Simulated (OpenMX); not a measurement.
Pd:

```
Pd
1.0
    -1.59918    1.54912    1.62845
     1.60297   -1.50854    1.59166
     1.57790    1.48727   -1.58787
Pd
1
Direct
  0.01291 0.99896 0.98783
```

The cell isn't the ideal one: cell strained at random at fixed volume.

Base run:

| Quantity | Value |
| --- | --- |
| Program | OpenMX 3.8.5 |
| Functional | PBE |
| Potentials or basis | OpenMX 2013 PBE set, Pd7.0-s3p2d2, grid cutoff 500 Ry |
| k mesh | 13 × 13 × 13 |
| Occupations | fermi-dirac, width 0.05 eV |
| Spin | no spin polarisation |

Its results: band gap on the k mesh none (metal or under the smearing width); pressure 2.9 GPa.

Problem. After a change of settings the same cell gave: band gap on the k mesh none (metal or under the smearing width); pressure 0.8 GPa. Which change was it?
A. potentials or basis from OpenMX 2013 PBE set, Pd7.0-s3p2d2, grid cutoff 500 Ry to OpenMX 2013 PBE set, Pd7.0-s3p2d2, grid cutoff 400 Ry; k mesh from 13 × 13 × 13 to 5 × 5 × 5
B. potentials or basis from OpenMX 2013 PBE set, Pd7.0-s3p2d2, grid cutoff 500 Ry to OpenMX 2013 PBE set, Pd7.0-s3p2d2f1, grid cutoff 400 Ry
C. potentials or basis from OpenMX 2013 PBE set, Pd7.0-s3p2d2, grid cutoff 500 Ry to OpenMX 2013 PBE set, Pd7.0-s3p2d2, grid cutoff 400 Ry; k mesh from 13 × 13 × 13 to 17 × 17 × 17
D. potentials or basis from OpenMX 2013 PBE set, Pd7.0-s3p2d2, grid cutoff 500 Ry to OpenMX 2013 PBE set, Pd7.0-s3p2d2, grid cutoff 400 Ry; k mesh from 13 × 13 × 13 to 9 × 9 × 9

Solution. B.

Caveats: the basis of atomic orbitals isn't converged, which shifts pressures, moduli and gaps.
